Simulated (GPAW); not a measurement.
Entries from a set of simulations; values are calculated unless marked as measured.

```
SnO (Pmn2_1): one start, several treatments of the self-energy
1.0
     3.35500    0.00000    0.00000
     0.00000    5.67410    0.00000
     0.00000    0.00000    4.22197
Sn O
2 2
Direct
  0.00000 0.23191 0.51314
  0.50000 0.76809 0.01314
  0.00000 0.89125 0.73686
  0.50000 0.10875 0.23686
# method: DFT, LDA, plane waves, PAW (and 3 further levels or steps)
# program: GPAW 26.7.0
# settings of one run: cutoff 600 eV, GPAW PAW setups 1.2.1 data release, 4×2×2 k-mesh, nbands 192
# cost: 6 runs, 2.5 min in all on 4 MPI ranks of Arm Neoverse V2, shared host (the runs of this entry)
# notes: The cell and positions are those that the Materials Project relaxed with its own functionals (PBE, PBE+U or r2SCAN), kept fixed. This is not the form that SnO usually takes at ambient conditions. Limits: no spin-orbit coupling. Bands and cutoff are finite, so the gap is not at the basis limit. The miss can reach some tenths of an eV and take either sign; the mesh is an error of its own. The 4×2×2 mesh is coarse for this cell, which bears on the long-range parts of exchange and screening. Mesh or cutoff lie under what a gap needs, so these runs test behaviour and cost; their gaps are not to be quoted.
# G0W0, Godby-Needs plasmon pole: 2.537 eV
# one-shot HSE06: 2.740 eV
# G0W0, extrapolated in the cutoff: 2.656 eV
# one-shot Hartree-Fock: 7.859 eV
# G0W0, full frequency, Hilbert transform: 2.543 eV
# known limits: not at the basis limit; no spin-orbit coupling; coarse k mesh
```

[Paths, hosts, dates, memory and timing lines, banners, echoed tables and standing remarks are left out of the program output.]

[Logs are printed without paths, hosts, clocks, repeated set-up lines and the standing remarks that a program may print on its own settings, such as how far it seeks lower states.]

[Runs of the session that timed out or met a known fault of the program may be left out.]

[Hosts, paths, dates, database ids (printed as entryN), source tags and the programs' standing remarks are cut or masked in the printed files.]
